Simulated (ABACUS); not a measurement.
A run of ABACUS 3.10.1 is set up as follows.

Contents of INPUT:

```
INPUT_PARAMETERS
suffix              Hf
calculation         scf
basis_type          pw
pseudo_dir          ./
symmetry            1
dft_functional      pbe
ecutwfc             58
pseudo_rcut         10
nspin               1
nbands              16
ks_solver           dav
smearing_method     fd
smearing_sigma      0.00367493
scf_thr             1e-08
scf_nmax            100
mixing_type         broyden
mixing_beta         0.7
cal_force           1
cal_stress          1
out_chg             1
out_pot             2
out_elf             1
```

File STRU:

```
ATOMIC_SPECIES
Hf 178.4900 Hf.upf

LATTICE_CONSTANT
1.8897261246

LATTICE_VECTORS
3.1967000000 0.0000000000 0.0000000000
-1.5983500000 2.7684234083 0.0000000000
0.0000000000 0.0000000000 5.0578000000

ATOMIC_POSITIONS
Direct

Hf
0.0
2
0.6707990000 0.3463000000 0.7545060000 1 1 1
0.3256540000 0.6728700000 0.2466750000 1 1 1
```

Contents of KPT:

```
K_POINTS
0
Gamma
10 10 5 0 0 0
```

Potentials or basis: PseudoDojo NC SR 0.4.1 PBE standard, plane waves.

Run with:

```bash
$ OMP_NUM_THREADS=1 mpirun -np 4 abacus > log
```

(1) Predict the band gap on the k mesh.

(2) What does it give for the pressure?

Answers

(1) none (metal or under the smearing width).

(2) 0.7 GPa.
